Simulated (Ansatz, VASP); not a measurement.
## TiC in VASP and in Ansatz

```
Ti C
1.0
     3.03586    0.00000    0.00000
     0.00000    3.03586    0.00000
     0.00000    0.00000   27.88007
Ti C
7 7
Cartesian
  1.5179 1.5179 7.5752
  0.0000 0.0000 9.6673
  1.5179 1.5179 11.8012
  0.0000 0.0000 13.9400
  1.5179 1.5179 16.0789
  0.0000 0.0000 18.2128
  1.5179 1.5179 20.3049
  0.0000 0.0000 7.4644
  1.5179 1.5179 9.6364
  0.0000 0.0000 11.7844
  1.5179 1.5179 13.9400
  0.0000 0.0000 16.0956
  1.5179 1.5179 18.2436
  0.0000 0.0000 20.4157
```

Alike in both runs: functional PBEsol; k mesh 11 × 11 × 1; occupations gaussian, width 0.1 eV; no spin polarisation.

Ansatz relaxed the structure, and its values are those at the end. VASP's run is a single point on that final structure, the one shown.

```csv
,VASP,Ansatz
version,VASP 6.6.1,Ansatz 0.2.0
potentials or method,"VASP PAW PBE potentials, release 64 (Ti_sv, C)","scalar-relativistic, plane waves, PAW"
plane-wave cutoff (eV),520,420
valence electrons in the cell,112,112
```

|  | VASP | Ansatz | Ansatz less VASP |
| --- | --- | --- | --- |
| gap on the k mesh at the Fermi level (eV) | none | none | - |
| work function, face that differs most (eV) | 4.66 | 4.65 | -0.003 |

A gap of «none» marks a metal or a gap that the smearing closes. The functional is the same, so the differences come from potentials, cutoffs and numerics. Ansatz warned: «xc_potential_rough_in_thin_density».
